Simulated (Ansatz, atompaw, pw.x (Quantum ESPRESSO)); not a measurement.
**pw.x on bcc Al: one setting changed**

Potential: PAW, atompaw 4.2.0.5, PBE; core [Ne], reference 3s1.5 3p1.5; waves: 3s (bound): rc 2.50 bohr; 3s channel at 0.25 Ry: rc 2.50 bohr; 3p (bound): rc 2.00 bohr; 3p channel at 1.65 Ry: rc 2.50 bohr; 3d channel at 0.2 Ry: rc 2.50 bohr; 3d channel at 1.15 Ry: rc 2.50 bohr; local part: troulliermartins scheme with l = 3 at 0.5 Ry, radius 1.82 bohr; core correction: smooth core density matched at 1.80 bohr; augmentation: besselshape compensation charge, radius 2.50 bohr; PAW radius 2.50 bohr; waves and projectors: custom polynom2 7 10 vanderbiltortho.

The reference run (k-mesh 14³, cutoffs 40/400 Ry, Fermi–Dirac 0.01 Ry, mixing_beta 0.4, conv_thr 1e-9, no spin) gives -0.11 GPa at 16.945 Å³/atom, where all-electron LAPW gives 0.07 GPa. This run, with its own iteration cap, changes k-mesh points per axis to 2.

```
&control
  calculation='scf', prefix='x', pseudo_dir='./', outdir='./tmp', tstress=.true., disk_io='none'
/
&system
  ibrav=0, nat=1, ntyp=1, ecutwfc=40, ecutrho=400, nbnd=8,
  occupations='smearing', smearing='fd', degauss=0.01
/
&electrons
  conv_thr=1e-09, mixing_beta=0.4, electron_maxstep=50
/
ATOMIC_SPECIES
Al 1.0 Al.UPF
CELL_PARAMETERS angstrom
  -1.61805716 1.61805716 1.61805716
  1.61805716 -1.61805716 1.61805716
  1.61805716 1.61805716 -1.61805716
ATOMIC_POSITIONS crystal
Al 0.0000 0.0000 0.0000
K_POINTS automatic
2 2 2 0 0 0
```

```bash
pw.x < Al.scf.in > Al.scf.out
```

Question: How does the run end?

Answer: It converges in 25 iterations; the free energy moves by -951.1 meV/atom and the pressure by -4.99 GPa.

```
Message from routine setup:
     using ibrav=0 with symmetry is DISCOURAGED, use correct ibrav instead
     lattice parameter (alat)  =       5.2961  a.u.
     unit-cell volume          =     114.3505 (a.u.)^3
     number of electrons       =         3.00
     number of Kohn-Sham states=            8
     kinetic-energy cutoff     =      40.0000  Ry
     charge density cutoff     =     400.0000  Ry
     scf convergence threshold =      1.0E-09
     Exchange-correlation= SLA PW PBX PBC
     number of k points=     3  Fermi-Dirac smearing, width (Ry)=  0.0100
     iteration #  1     ecut=    40.00 Ry     beta= 0.40
     total energy              =     -39.58852464 Ry
     estimated scf accuracy    <       0.00099172 Ry
     iteration #  2     ecut=    40.00 Ry     beta= 0.40
     total energy              =     -39.73839501 Ry
     estimated scf accuracy    <       0.00232482 Ry
     iteration #  3     ecut=    40.00 Ry     beta= 0.40
     total energy              =     -39.57126054 Ry
     estimated scf accuracy    <       0.00300405 Ry
     [... 19 iterations left out ...]
     iteration # 23     ecut=    40.00 Ry     beta= 0.40
     total energy              =     -39.57380313 Ry
     estimated scf accuracy    <       0.00000012 Ry
     iteration # 24     ecut=    40.00 Ry     beta= 0.40
     total energy              =     -39.57380312 Ry
     estimated scf accuracy    <       0.00000005 Ry
     iteration # 25     ecut=    40.00 Ry     beta= 0.40
     the Fermi energy is     4.0420 ev
!    total energy              =     -39.57380312 Ry
     estimated scf accuracy    <          4.1E-12 Ry
     smearing contrib. (-TS)   =      -0.00735020 Ry
     The total energy is F=E-TS. E is the sum of the following terms:
     one-electron contribution =       3.05132829 Ry
     hartree contribution      =       0.00316239 Ry
     xc contribution           =      -1.93960774 Ry
     ewald contribution        =      -5.35586600 Ry
     one-center paw contrib.   =     -35.32546986 Ry
     convergence has been achieved in  25 iterations
          total   stress  (Ry/bohr**3)                   (kbar)     P=      -51.08
     Message from routine punch:
     Nothing written, as per user request (disk_io='none')
```

The run took about 8.7 s on one core of a shared host (Intel(R) Xeon(R) 6975P-C, 192 threads, 756 GiB, load 112).
